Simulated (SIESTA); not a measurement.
SnO:

```
CELL_PARAMETERS angstrom
3.81370 0.00000 0.00000
0.00000 3.81370 0.00000
0.00000 0.00000 4.88691
ATOMIC_POSITIONS crystal
Sn 0.50000 0.00000 0.76463
Sn 0.00000 0.50000 0.23537
O 0.00000 0.00000 0.00000
O 0.50000 0.50000 0.00000
```

The cell is a database's computed one.

Base run:

```yaml
Program: SIESTA 5.4.2
Functional: PBE
Potentials_or_basis: PseudoDojo 0.4 standard (PBE files)
Basis: DZP (energy shift 0.003 Ry; two zetas on semicore shells)
Grid_cutoff: 800 Ry
Energy_shift: 0.003 Ry
k_mesh: 7 × 7 × 6
Occupations: fermi-dirac, width 0.05 eV
Spin: no spin polarisation
```

Its results: band gap on the k mesh 0.37 eV, indirect (least direct gap 1.96 eV); pressure 6.7 GPa; largest force 0.946 eV/Å.

After a change of settings the same cell gave: band gap on the k mesh 0.58 eV, indirect (least direct gap 2.12 eV); pressure 11.6 GPa; largest force 1.180 eV/Å. Which change was it?
A. functional from PBE to vdW-DF-cx
B. basis from DZP (energy shift 0.003 Ry; two zetas on semicore shells) to DZP (energy shift 0.01 Ry); energy shift from 0.003 Ry to 0.01 Ry
C. functional from PBE to BLYP
D. functional from PBE to AM05; potentials or basis from PseudoDojo 0.4 standard (PBE files) to PseudoDojo 0.4 standard (PBEsol files)

C.

BLYP binds less tightly than PBE, so the same cell stands under more pressure.

Caveats: spin-orbit coupling is left out, which moves the levels of the heavy elements; the basis of atomic orbitals isn't converged, which shifts pressures, moduli and gaps; an odd mesh through Γ misses points on the zone boundary, where band edges often lie (some runs); the potentials were made for another functional, which shifts forces and pressure (some runs); the mesh misses the band edges, which the band path finds closer together (some runs).

Not every run made on this cell is shown here.
